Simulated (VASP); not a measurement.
**Zn2Ga2O3: single point with PBE**

The system is Zn2Ga2O3.

```
CELL_PARAMETERS angstrom
3.21318 0.00000 0.00000
-3.21318 5.56539 0.00000
0.00000 0.00000 11.54885
ATOMIC_POSITIONS crystal
Zn 0.00000 0.00000 0.00000
Zn 0.00000 0.50000 0.00000
Zn 0.33333 0.33333 0.50000
Zn 0.33333 0.83333 0.50000
Ga 0.00000 0.00000 0.21564
Ga 0.00000 0.50000 0.21564
Ga 0.00000 0.00000 0.78436
Ga 0.00000 0.50000 0.78436
O 0.33333 0.33333 0.27703
O 0.33333 0.83333 0.27703
O 0.33333 0.33333 0.72297
O 0.33333 0.83333 0.72297
O 0.00000 0.00000 0.50000
O 0.00000 0.50000 0.50000
```

The cell was built by a generator and needn't be a form met in nature.

```json
{
  "Program": "VASP 6.6.1",
  "Task": "single point",
  "Functional": "PBE",
  "Potentials or basis": "VASP PAW PBE potentials, release 64 (Zn, Ga_d, O)",
  "Cutoff": "520 eV",
  "k mesh": "4 × 4 × 2",
  "Occupations": "gaussian, width 0.15 eV",
  "Spin": "no spin polarisation",
  "Further INCAR settings": "PREC = Normal; LREAL = Auto; ALGO = Fast; EDIFF = 1e-05"
}
```

The pressure is -0.3 GPa. The largest force is 0.022 eV/Å. The band gap on the k mesh is none (metal or under the smearing width).

Forces on the atoms (eV/Å):
```
Zn   0.000 -0.005  0.000
Zn   0.000 -0.005  0.000
Zn   0.000 -0.001  0.000
Zn   0.000 -0.001  0.000
Ga   0.000 -0.013  0.018
Ga   0.000 -0.013  0.018
Ga   0.000 -0.013 -0.018
Ga   0.000 -0.013 -0.018
O    0.000  0.013  0.012
O    0.000  0.013  0.012
O    0.000  0.013 -0.012
O    0.000  0.013 -0.012
O    0.000  0.006  0.000
O    0.000  0.006  0.000
```

Stress tensor (GPa, compression positive):
```
-0.27  0.00  0.00
 0.00 -0.79  0.00
 0.00  0.00  0.12
```

Levels at points of the mesh, in eV from the Fermi level:
| k point | band 65 | band 66 | band 67 | band 68 | band 69 | band 70 | band 71 | band 72 |
| --- | --- | --- | --- | --- | --- | --- | --- | --- |
| (0.00, 0.00, 0.00) | -0.88 | -0.31 | -0.23 | -0.17 | 0.09 | 0.09 | 2.46 | 2.93 |
| (0.50, 0.00, 0.00) | -1.02 | -1.02 | -0.31 | -0.31 | -0.23 | -0.23 | 2.93 | 2.93 |
| (0.00, 0.50, 0.00) | -0.87 | -0.87 | -0.69 | -0.69 | 1.86 | 1.86 | 3.98 | 3.98 |
| (0.50, 0.50, 0.00) | -0.97 | -0.97 | -0.22 | -0.22 | 1.56 | 1.56 | 3.32 | 3.32 |
| (0.00, 0.00, 0.50) | -1.05 | -0.26 | -0.23 | 0.09 | 0.09 | 0.46 | 2.05 | 2.90 |
| (0.50, 0.00, 0.50) | -1.05 | -1.05 | -0.26 | -0.26 | -0.23 | -0.23 | 2.90 | 2.90 |
| (0.00, 0.50, 0.50) | -0.87 | -0.87 | -0.66 | -0.66 | 1.92 | 1.92 | 3.74 | 3.74 |
| (0.50, 0.50, 0.50) | -0.97 | -0.97 | -0.16 | -0.16 | 1.57 | 1.57 | 3.32 | 3.32 |

It took 34 s on 4 MPI ranks on Intel(R) Xeon(R) 6975P-C (Granite Rapids), on a shared host, peak memory 0.32 GiB a rank.

Caveat: the k mesh is coarse (spacing up to 0.56 Å⁻¹), so the values aren't converged.
